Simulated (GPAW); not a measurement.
# ZrB2 (P6/mmm) in GPAW: notebook

One crystal, ZrB2, is run at these levels: LDA, PBEsol; tasks: relaxation of cell and atoms.

All numbers are computed with GPAW 26.7.0; they aren't measurements. Logs are shortened: lines on timing, memory, paths and dates and some standing lists are left out, and cuts for length are marked. The log counts tension as positive stress, the text compression.

### 1 Starting point

The structure is hexagonal, space group P6/mmm (No. 191). The conventional cell has a = 3.170 Å, b = 3.170 Å, c = 3.533 Å, α = 90.00°, β = 90.00°, γ = 120.00°. Around Zr (site symmetry 6/mmm) lie 12 B at 2.54 Å. B (site symmetry -6m2) has 3 B at 1.83 Å as nearest neighbours.

### 2 Relaxation of cell and atoms, LDA

run.py

```python
from ase import Atoms
from ase.filters import FrechetCellFilter
from ase.io import write
from ase.optimize import FIRE
from gpaw import GPAW, PW

atoms = Atoms(['Zr', 'B', 'B'],
              cell=[[3.17, 0.0, 0.0],
                    [-1.585, 2.74530053, 0.0],
                    [0.0, 0.0, 3.533]],
              scaled_positions=[[0.0, 0.0, 0.0],
                                [0.6666666667, 0.3333333333, 0.5],
                                [0.3333333333, 0.6666666667, 0.5]],
              pbc=True)

calc = GPAW(mode=PW(800),
            xc='LDA',
            kpts={'size': (7, 7, 5), 'gamma': True},
            occupations={'name': 'fermi-dirac', 'width': 0.05},
            nbands=20,
            convergence={'density': 1e-06, 'energy': 1e-06, 'eigenstates': 1e-10},
            maxiter=150,
            txt='gpaw.txt')
atoms.calc = calc
opt = FIRE(FrechetCellFilter(atoms), trajectory='relax.traj', logfile='-')
done = opt.run(fmax=0.02, steps=40)
calc.write('gs.gpw')
write('result.traj', atoms)
print('Converged:', done)
print('Cell:', atoms.cell.cellpar().round(4))
print('Volume:', round(atoms.get_volume(), 4))
print(atoms.get_scaled_positions().round(5))
```

Potentials or basis: the program's PAW data sets (release 1.2.1) made for this functional, pw.

Run with:

```bash
$ OMP_NUM_THREADS=1 python run.py
```

gpaw.txt:

```text
__  _  _
 | _ |_)|_||  |
 |__||  | ||/\| - 26.7.0

Input parameters:
  mode=PW(ecut=800.0),
  convergence={'density': 1e-06, 'energy': 1e-06, 'eigenstates': 1e-10},
  kpts=MonkhorstPack(size=(7, 7, 5), gamma=True),
  maxiter=150,
  nbands=20,
  occupations=Occupations(name='fermi-dirac', width=0.05),
  xc=XC(name='LDA')

Diagonalizing LCAO Hamiltonian
Converting LCAO to pw mode

         B  B

       Zr

Atoms  # Å, Bohr magnetons
|   | symbol |         x |        y |        z |    initial magnetic moments |
|---|--------|-----------|----------|----------|-----------------------------|
| 0 |     Zr |  0.000000 | 0.000000 | 0.000000 | ( 0.0000,  0.0000,  0.0000) |
| 1 |      B |  1.585000 | 0.915100 | 1.766500 | ( 0.0000,  0.0000,  0.0000) |
| 2 |      B | -0.000000 | 1.830200 | 1.766500 | ( 0.0000,  0.0000,  0.0000) |
[... 224 lines left out ...]
No gap
No difference between direct/indirect transitions

Stress tensor  # eV/Ang^3
|         x |         y |        z |
|-----------|-----------|----------|
|  0.060018 | -0.000000 | 0.000000 |
| -0.000000 |  0.060018 | 0.000000 |
|  0.000000 |  0.000000 | 0.061678 |

Forces  # eV/Ang
|        x |        y |       z |
|----------|----------|---------|
|  0.00000 | -0.00000 | 0.00000 |  # Zr   0
| -0.00000 |  0.00000 | 0.00000 |  # B    1
|  0.00000 | -0.00000 | 0.00000 |  # B    2
[... 5 lines left out ...]
       Zr

Atoms  # Å, Bohr magnetons
|   | symbol |         x |         y |        z |    initial magnetic moments |
|---|--------|-----------|-----------|----------|-----------------------------|
| 0 |     Zr |  0.000000 | -0.000000 | 0.000000 | ( 0.0000,  0.0000,  0.0000) |
| 1 |      B |  1.581754 |  0.913226 | 1.762782 | ( 0.0000,  0.0000,  0.0000) |
| 2 |      B | -0.000000 |  1.826452 | 1.762782 | ( 0.0000,  0.0000,  0.0000) |

Unit cell  # Å
| periodic |         x |        y |        z |  lengths |     angles |
|----------|-----------|----------|----------|----------|------------|
|      yes |  3.163507 | 0.000000 | 0.000000 | 3.163507 |  90.000000 |
|      yes | -1.581754 | 2.739677 | 0.000000 | 3.163507 |  90.000000 |
|      yes |  0.000000 | 0.000000 | 3.525564 | 3.525564 | 120.000000 |
[... 215 lines left out ...]
No gap
No difference between direct/indirect transitions

Stress tensor  # eV/Ang^3
|        x |        y |        z |
|----------|----------|----------|
| 0.051000 | 0.000000 | 0.000000 |
| 0.000000 | 0.051000 | 0.000000 |
| 0.000000 | 0.000000 | 0.053481 |

Forces  # eV/Ang
|       x |        y |       z |
|---------|----------|---------|
| 0.00000 |  0.00000 | 0.00000 |  # Zr   0
| 0.00000 | -0.00000 | 0.00000 |  # B    1
| 0.00000 |  0.00000 | 0.00000 |  # B    2

Interpolating wave functions to new cell

         B  B

       Zr

Atoms  # Å, Bohr magnetons
|   | symbol |         x |         y |        z |    initial magnetic moments |
|---|--------|-----------|-----------|----------|-----------------------------|
| 0 |     Zr |  0.000000 | -0.000000 | 0.000000 | ( 0.0000,  0.0000,  0.0000) |
| 1 |      B |  1.575785 |  0.909780 | 1.755875 | ( 0.0000,  0.0000,  0.0000) |
| 2 |      B | -0.000000 |  1.819560 | 1.755875 | ( 0.0000,  0.0000,  0.0000) |

Unit cell  # Å
| periodic |         x |         y |        z |  lengths |     angles |
|----------|-----------|-----------|----------|----------|------------|
|      yes |  3.151570 | -0.000000 | 0.000000 | 3.151570 |  90.000000 |
|      yes | -1.575785 |  2.729340 | 0.000000 | 3.151570 |  90.000000 |
|      yes |  0.000000 |  0.000000 | 3.511751 | 3.511751 | 120.000000 |

Number of symmetries: 24
Symmetry operations  # r_c * U_cc + t_c -> r_c
|    | kind |            matrix            |
|----|------|------------------------------|
|  0 |  σ   |  1, 1, 0,  0,-1, 0,  0, 0, 1 |
|  1 |  C2  |  1, 1, 0,  0,-1, 0,  0, 0,-1 |
|  2 |  C6  |  1, 1, 0, -1, 0, 0,  0, 0, 1 |
|  3 |  S6  |  1, 1, 0, -1, 0, 0,  0, 0,-1 |
|  4 |  E   |  1, 0, 0,  0, 1, 0,  0, 0, 1 |
|  5 |  σ   |  1, 0, 0,  0, 1, 0,  0, 0,-1 |
|  6 |  σ   |  1, 0, 0, -1,-1, 0,  0, 0, 1 |
|  7 |  C2  |  1, 0, 0, -1,-1, 0,  0, 0,-1 |
|  8 |  σ   |  0, 1, 0,  1, 0, 0,  0, 0, 1 |
[... 201 lines left out ...]
No gap
No difference between direct/indirect transitions

Stress tensor  # eV/Ang^3
|        x |        y |        z |
|----------|----------|----------|
| 0.033758 | 0.000000 | 0.000000 |
| 0.000000 | 0.033758 | 0.000000 |
| 0.000000 | 0.000000 | 0.037669 |

Forces  # eV/Ang
|        x |        y |       z |
|----------|----------|---------|
|  0.00000 |  0.00000 | 0.00000 |  # Zr   0
| -0.00000 | -0.00000 | 0.00000 |  # B    1
|  0.00000 |  0.00000 | 0.00000 |  # B    2
[... 7 lines left out ...]
Atoms  # Å, Bohr magnetons
|   | symbol |         x |        y |        z |    initial magnetic moments |
|---|--------|-----------|----------|----------|-----------------------------|
| 0 |     Zr |  0.000000 | 0.000000 | 0.000000 | ( 0.0000,  0.0000,  0.0000) |
| 1 |      B |  1.568077 | 0.905330 | 1.746754 | ( 0.0000,  0.0000,  0.0000) |
| 2 |      B | -0.000000 | 1.810659 | 1.746754 | ( 0.0000,  0.0000,  0.0000) |

Unit cell  # Å
| periodic |         x |         y |        z |  lengths |     angles |
|----------|-----------|-----------|----------|----------|------------|
|      yes |  3.136154 | -0.000000 | 0.000000 | 3.136154 |  90.000000 |
|      yes | -1.568077 |  2.715989 | 0.000000 | 3.136154 |  90.000000 |
|      yes |  0.000000 |  0.000000 | 3.493508 | 3.493508 | 120.000000 |

Number of symmetries: 24
Symmetry operations  # r_c * U_cc + t_c -> r_c
|    | kind |            matrix            |
|----|------|------------------------------|
|  0 |  σ   |  1, 1, 0,  0,-1, 0,  0, 0, 1 |
|  1 |  C2  |  1, 1, 0,  0,-1, 0,  0, 0,-1 |
|  2 |  C6  |  1, 1, 0, -1, 0, 0,  0, 0, 1 |
|  3 |  S6  |  1, 1, 0, -1, 0, 0,  0, 0,-1 |
|  4 |  E   |  1, 0, 0,  0, 1, 0,  0, 0, 1 |
|  5 |  σ   |  1, 0, 0,  0, 1, 0,  0, 0,-1 |
|  6 |  σ   |  1, 0, 0, -1,-1, 0,  0, 0, 1 |
|  7 |  C2  |  1, 0, 0, -1,-1, 0,  0, 0,-1 |
|  8 |  σ   |  0, 1, 0,  1, 0, 0,  0, 0, 1 |
[... 202 lines left out ...]
No gap
No difference between direct/indirect transitions

Stress tensor  # eV/Ang^3
|         x |        y |        z |
|-----------|----------|----------|
|  0.010128 | 0.000000 | 0.000000 |
| -0.000000 | 0.010128 | 0.000000 |
|  0.000000 | 0.000000 | 0.015658 |

Forces  # eV/Ang
|        x |        y |       z |
|----------|----------|---------|
|  0.00000 |  0.00000 | 0.00000 |  # Zr   0
| -0.00000 | -0.00000 | 0.00000 |  # B    1
|  0.00000 |  0.00000 | 0.00000 |  # B    2
[... 7 lines left out ...]
Atoms  # Å, Bohr magnetons
|   | symbol |         x |        y |        z |    initial magnetic moments |
|---|--------|-----------|----------|----------|-----------------------------|
| 0 |     Zr |  0.000000 | 0.000000 | 0.000000 | ( 0.0000,  0.0000,  0.0000) |
| 1 |      B |  1.560003 | 0.900668 | 1.736574 | ( 0.0000,  0.0000,  0.0000) |
| 2 |      B | -0.000000 | 1.801337 | 1.736574 | ( 0.0000,  0.0000,  0.0000) |

Unit cell  # Å
| periodic |         x |         y |        z |  lengths |     angles |
|----------|-----------|-----------|----------|----------|------------|
|      yes |  3.120007 | -0.000000 | 0.000000 | 3.120007 |  90.000000 |
|      yes | -1.560003 |  2.702005 | 0.000000 | 3.120007 |  90.000000 |
|      yes |  0.000000 |  0.000000 | 3.473148 | 3.473148 | 120.000000 |

Number of symmetries: 24
Symmetry operations  # r_c * U_cc + t_c -> r_c
|    | kind |            matrix            |
|----|------|------------------------------|
|  0 |  σ   |  1, 1, 0,  0,-1, 0,  0, 0, 1 |
|  1 |  C2  |  1, 1, 0,  0,-1, 0,  0, 0,-1 |
|  2 |  C6  |  1, 1, 0, -1, 0, 0,  0, 0, 1 |
|  3 |  S6  |  1, 1, 0, -1, 0, 0,  0, 0,-1 |
|  4 |  E   |  1, 0, 0,  0, 1, 0,  0, 0, 1 |
|  5 |  σ   |  1, 0, 0,  0, 1, 0,  0, 0,-1 |
|  6 |  σ   |  1, 0, 0, -1,-1, 0,  0, 0, 1 |
|  7 |  C2  |  1, 0, 0, -1,-1, 0,  0, 0,-1 |
|  8 |  σ   |  0, 1, 0,  1, 0, 0,  0, 0, 1 |
[... 225 lines left out ...]
Atoms  # Å, Bohr magnetons
|   | symbol |         x |        y |        z |    initial magnetic moments |
|---|--------|-----------|----------|----------|-----------------------------|
| 0 |     Zr |  0.000000 | 0.000000 | 0.000000 | ( 0.0000,  0.0000,  0.0000) |
| 1 |      B |  1.560214 | 0.900790 | 1.736717 | ( 0.0000,  0.0000,  0.0000) |
| 2 |      B | -0.000000 | 1.801580 | 1.736717 | ( 0.0000,  0.0000,  0.0000) |

Unit cell  # Å
| periodic |         x |         y |        z |  lengths |     angles |
|----------|-----------|-----------|----------|----------|------------|
|      yes |  3.120428 | -0.000000 | 0.000000 | 3.120428 |  90.000000 |
|      yes | -1.560214 |  2.702370 | 0.000000 | 3.120428 |  90.000000 |
|      yes |  0.000000 |  0.000000 | 3.473434 | 3.473434 | 120.000000 |

Number of symmetries: 24
Symmetry operations  # r_c * U_cc + t_c -> r_c
|    | kind |            matrix            |
|----|------|------------------------------|
|  0 |  σ   |  1, 1, 0,  0,-1, 0,  0, 0, 1 |
|  1 |  C2  |  1, 1, 0,  0,-1, 0,  0, 0,-1 |
|  2 |  C6  |  1, 1, 0, -1, 0, 0,  0, 0, 1 |
|  3 |  S6  |  1, 1, 0, -1, 0, 0,  0, 0,-1 |
|  4 |  E   |  1, 0, 0,  0, 1, 0,  0, 0, 1 |
|  5 |  σ   |  1, 0, 0,  0, 1, 0,  0, 0,-1 |
|  6 |  σ   |  1, 0, 0, -1,-1, 0,  0, 0, 1 |
|  7 |  C2  |  1, 0, 0, -1,-1, 0,  0, 0,-1 |
|  8 |  σ   |  0, 1, 0,  1, 0, 0,  0, 0, 1 |
[... 202 lines left out ...]
Stress tensor  # eV/Ang^3
|         x |         y |         z |
|-----------|-----------|-----------|
| -0.015937 | -0.000000 |  0.000000 |
| -0.000000 | -0.015937 |  0.000000 |
|  0.000000 |  0.000000 | -0.009604 |

Forces  # eV/Ang
|       x |        y |       z |
|---------|----------|---------|
| 0.00000 |  0.00000 | 0.00000 |  # Zr   0
| 0.00000 | -0.00000 | 0.00000 |  # B    1
| 0.00000 |  0.00000 | 0.00000 |  # B    2

Interpolating wave functions to new cell
[... 1481 lines left out ...]
No gap
No difference between direct/indirect transitions

Stress tensor  # eV/Ang^3
|         x |         y |        z |
|-----------|-----------|----------|
| -0.001616 | -0.000000 | 0.000000 |
|  0.000000 | -0.001616 | 0.000000 |
|  0.000000 |  0.000000 | 0.000894 |

Forces  # eV/Ang
|        x |        y |       z |
|----------|----------|---------|
| -0.00000 |  0.00000 | 0.00000 |  # Zr   0
|  0.00000 | -0.00000 | 0.00000 |  # B    1
|  0.00000 |  0.00000 | 0.00000 |  # B    2

# Writing to gs.gpw (mode='')
```

Wall time 2.5 min (1 thread of Arm Neoverse V1, shared host); peak memory 0.27 GiB.

Results:

* Free energy: -26.4329 eV
* Relaxed volume: 9.84 Å³/atom
* Relaxed cell: a = 3.130 Å, b = 3.130 Å, c = 3.479 Å, α = 90.00°, β = 90.00°, γ = 120.00°
* Space group after relaxing (to 0.05 Å): P6/mmm (No. 191)
* Energy gained by relaxing: 12.2 meV/atom
* Ionic steps: 12
* Pressure after relaxing: 0.1 GPa
* Band gap on the k mesh: none (metal or under the smearing width)

Step by step:
| step | energy change (eV) | largest force (eV/Å) | pressure (GPa) | volume (Å³) |
| --- | --- | --- | --- | --- |
| 1 | 0.0000 | 0.0000 | -9.70 | 30.75 |
| 2 | -0.0104 | 0.0000 | -8.30 | 30.56 |
| 3 | -0.0252 | 0.0000 | -5.62 | 30.21 |
| 4 | -0.0354 | 0.0000 | -1.92 | 29.76 |
| 5 | -0.0344 | 0.0000 | 2.31 | 29.28 |
| 6 | -0.0346 | 0.0000 | 2.22 | 29.29 |
| 7 | -0.0349 | 0.0000 | 2.03 | 29.31 |
| 8 | -0.0353 | 0.0000 | 1.76 | 29.34 |
| 9 | -0.0357 | 0.0000 | 1.42 | 29.38 |
| 10 | -0.0361 | 0.0000 | 1.02 | 29.42 |
| 11 | -0.0364 | 0.0000 | 0.58 | 29.47 |
| 12 | -0.0366 | 0.0000 | 0.12 | 29.52 |

Final structure:
```yaml
crystal:
  lattice:
    - [3.12992, 0.00000, 0.00000]
    - [-1.56496, 2.71059, 0.00000]
    - [0.00000, 0.00000, 3.47938]
  atoms:
    - { symbol: Zr, position: [0.00000, 0.00000, 0.00000] }
    - { symbol: B, position: [0.66667, 0.33333, 0.50000] }
    - { symbol: B, position: [0.33333, 0.66667, 0.50000] }
```

Levels at points of the mesh, in eV from the Fermi level:
```tsv
k point	band 6	band 7	band 8	band 9	band 10	band 11	band 12	band 13
(0.00, 0.00, 0.00)	-2.39	-2.39	-2.34	-1.94	3.89	3.89	4.70	4.70
```

Caveat: later steps reuse the first step's grids. Zero-point motion and thermal expansion aren't in these numbers.

### 3 Relaxation of cell and atoms, PBEsol, target pressure 1 GPa, at which the enthalpy is minimised

run.py

```python
from ase.filters import FrechetCellFilter
from ase.io import read, write
from ase.optimize import FIRE
from ase.units import GPa
from gpaw import GPAW, PW, setup_paths

setup_paths.insert(0, '.')

atoms = read('ZrB2.cif')

calc = GPAW(mode=PW(800),
            xc='PBEsol',
            kpts={'size': (7, 7, 5), 'gamma': True},
            occupations={'name': 'fermi-dirac', 'width': 0.05},
            nbands=20,
            convergence={'density': 1e-06, 'energy': 1e-06, 'eigenstates': 1e-10},
            maxiter=150,
            txt='gpaw.txt')
atoms.calc = calc
opt = FIRE(FrechetCellFilter(atoms, scalar_pressure=1 * GPa), trajectory='relax.traj', logfile='-')
done = opt.run(fmax=0.01, steps=40)
calc.write('gs.gpw')
write('result.traj', atoms)
print('Converged:', done)
print('Cell:', atoms.cell.cellpar().round(4))
print('Volume:', round(atoms.get_volume(), 4))
print(atoms.get_scaled_positions().round(5))
```

ZrB2.cif

```cif
data_ZrB2
_cell_length_a 3.17000000
_cell_length_b 3.17000000
_cell_length_c 3.53300000
_cell_angle_alpha 90.00000000
_cell_angle_beta 90.00000000
_cell_angle_gamma 120.00000000
_space_group_name_H-M_alt 'P1'
_space_group_name_Hall 'P 1'
_space_group_IT_number 1
loop_
_space_group_symop_operation_xyz
'x,y,z'
loop_
_atom_site_label
_atom_site_type_symbol
_atom_site_symmetry_multiplicity
_atom_site_Wyckoff_symbol
_atom_site_fract_x
_atom_site_fract_y
_atom_site_fract_z
_atom_site_occupancy
Zr1 Zr 1 a 0.0000000000 0.0000000000 0.0000000000 1
B1 B 1 a 0.6666666667 0.3333333333 0.5000000000 1
B2 B 1 a 0.3333333333 0.6666666667 0.5000000000 1
```

Potentials or basis: PAW data sets generated in the run's folder for this functional, pw.

Run with:

```bash
$ gpaw-setup -f PBEsol B Zr
$ OMP_NUM_THREADS=1 python run.py
```

Run time: 4.5 min. Hardware: 1 thread of Arm Neoverse V1, shared host; peak memory 0.3 GiB.

The run converged. Its results:

- Free energy: -25.4020 eV
- Relaxed volume: 10.01 Å³/atom
- Relaxed cell: a = 3.150 Å, b = 3.150 Å, c = 3.493 Å, α = 90.00°, β = 90.00°, γ = 120.00°
- Space group after relaxing (to 0.05 Å): P6/mmm (No. 191)
- Energy change on relaxing (the enthalpy is what falls): -2.8 meV/atom
- Ionic steps: 25
- Pressure after relaxing: 1.0 GPa
- Band gap on the k mesh: none (metal or under the smearing width)

Stress tensor (GPa, compression positive):
```
1.04 0.00 0.00
0.00 1.04 0.00
0.00 0.00 0.88
```

The path:
| step | energy change (eV) | largest force (eV/Å) | pressure (GPa) | volume (Å³) |
| --- | --- | --- | --- | --- |
| 1 | 0.0000 | 0.0000 | -4.71 | 30.75 |
| 2 | -0.0029 | 0.0000 | -3.86 | 30.63 |
| 3 | -0.0067 | 0.0000 | -2.25 | 30.43 |
| 4 | -0.0085 | 0.0000 | -0.10 | 30.16 |
| 5 | -0.0064 | 0.0000 | 2.28 | 29.88 |
| 6 | -0.0065 | 0.0000 | 2.23 | 29.89 |
| 7 | -0.0067 | 0.0000 | 2.12 | 29.90 |
| 8 | -0.0070 | 0.0000 | 1.98 | 29.91 |
| 9 | -0.0073 | 0.0000 | 1.79 | 29.94 |
| 10 | -0.0076 | 0.0000 | 1.57 | 29.96 |
| 11 | -0.0079 | 0.0000 | 1.33 | 29.99 |
| 12 | -0.0082 | 0.0000 | 1.08 | 30.02 |
| 13 | -0.0084 | 0.0000 | 0.82 | 30.05 |
| 14 | -0.0084 | 0.0000 | 0.82 | 30.05 |
| 15 | -0.0084 | 0.0000 | 0.82 | 30.05 |
| 16 | -0.0084 | 0.0000 | 0.83 | 30.04 |
| 17 | -0.0084 | 0.0000 | 0.84 | 30.04 |
| 18 | -0.0084 | 0.0000 | 0.85 | 30.04 |
| 19 | -0.0084 | 0.0000 | 0.86 | 30.04 |
| 20 | -0.0084 | 0.0000 | 0.87 | 30.04 |
| 21 | -0.0084 | 0.0000 | 0.89 | 30.04 |
| 22 | -0.0084 | 0.0000 | 0.91 | 30.04 |
| 23 | -0.0083 | 0.0000 | 0.93 | 30.03 |
| 24 | -0.0083 | 0.0000 | 0.96 | 30.03 |
| 25 | -0.0083 | 0.0000 | 0.99 | 30.03 |

Final structure:
```xyz
3
Lattice="3.1504 0.0000 0.0000 -1.5752 2.7284 0.0000 0.0000 0.0000 3.4932" Properties=species:S:1:pos:R:3 pbc="T T T"
Zr    0.0000    0.0000    0.0000
B     1.5752    0.9095    1.7466
B     0.0000    1.8189    1.7466
```

Levels at points of the mesh, in eV from the Fermi level:
| k point | band 7 | band 8 | band 9 | band 10 | band 11 | band 12 |
| --- | --- | --- | --- | --- | --- | --- |
| (0.00, 0.00, 0.00) | -2.38 | -2.33 | -1.95 | 3.82 | 3.82 | 4.68 |

Caveat: later steps reuse the first step's grids.
